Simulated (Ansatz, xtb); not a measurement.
**Relative energy of two conformers of C5H12**

Structure a is `CCC(C)C`, a singlet and structure b is `CCC(C)C`, a singlet. Both are isolated molecules in the gas phase, relaxed with B3LYP/6-31G*.

a (Å):

```xyz
17

C    -0.4186   -1.5841    2.8936
C    -0.6444   -0.5065    1.8263
C     0.6339   -0.0094    1.1213
C     0.2770    0.9227   -0.0465
C     1.6051    0.6863    2.0876
H    -1.3729   -1.9364    3.3019
H     0.1031   -2.4535    2.4735
H     0.1790   -1.2125    3.7333
H    -1.3295   -0.9026    1.0636
H    -1.1593    0.3551    2.2775
H     1.1463   -0.8908    0.7040
H     1.1751    1.2525   -0.5826
H    -0.2422    1.8207    0.3139
H    -0.3818    0.4255   -0.7687
H     1.9344    0.0203    2.8924
H     2.5014    1.0338    1.5599
H     1.1325    1.5629    2.5509
```

b (Å):

```xyz
17

C    -1.2394   -0.0674    2.2205
C    -1.5303    0.1715    0.7326
C    -0.4652    0.9765   -0.0468
C     0.8932    0.2593   -0.0980
C    -0.3118    2.4125    0.4791
H    -2.0499   -0.6432    2.6821
H    -0.3118   -0.6314    2.3699
H    -1.1502    0.8734    2.7754
H    -2.4942    0.6916    0.6387
H    -1.6608   -0.8007    0.2364
H    -0.8339    1.0475   -1.0814
H     1.3544    0.1951    0.8950
H     1.5942    0.7953   -0.7491
H     0.7913   -0.7619   -0.4857
H    -1.2767    2.9338    0.5039
H     0.1032    2.4294    1.4942
H     0.3650    2.9927   -0.1596
```

Task: Estimate E(b) − E(a) at the level CCSD(T)/def2-SVP + ΔMP2/def2-TZVPP.

Result: Too close to call at this level: CCSD(T)/def2-SVP + ΔMP2/def2-TZVPP gives E(b) − E(a) = +0.033 eV.

The same difference at several levels:

| level | geometry | E(b) − E(a) (eV) | departure from the last row (eV) | job, with rough time for the two |
| --- | --- | --- | --- | --- |
| B3LYP/6-31G* | B3LYP/6-31G* | +0.039 | +0.006 | optimisation, 25 s |
| HF/def2-SVP | B3LYP/6-31G* | +0.038 | +0.005 | part of the CCSD(T) run |
| MP2/def2-SVP | B3LYP/6-31G* | +0.029 | −0.004 | part of the CCSD(T) run |
| CCSD(T)/def2-SVP | B3LYP/6-31G* | +0.029 | −0.004 | single point |
| CCSD(T)/def2-SVP + ΔMP2/def2-TZVPP | B3LYP/6-31G* | +0.033 |  | single point, 66 s |

The largest departure from CCSD(T)/def2-SVP + ΔMP2/def2-TZVPP is that of B3LYP/6-31G*, 0.006 eV. Levels run at GFN2-xTB geometries aren't shown. The last row adds to CCSD(T) the change of the MP2 difference between the two basis sets, here +0.004 eV.

With harmonic frequencies from B3LYP/6-31G* (ideal gas, rigid rotor, one conformer each, 600 K, 1 atm): on the last row, ΔE + ΔZPE = +0.037, ΔH = +0.036, ΔG = +0.040 eV.

The correlated steps freeze 5 core orbitals. Mirror images aren't counted in ΔG. Programs: Ansatz 0.2.0; the last row on 2 threads of Arm Neoverse V2 on a shared host.
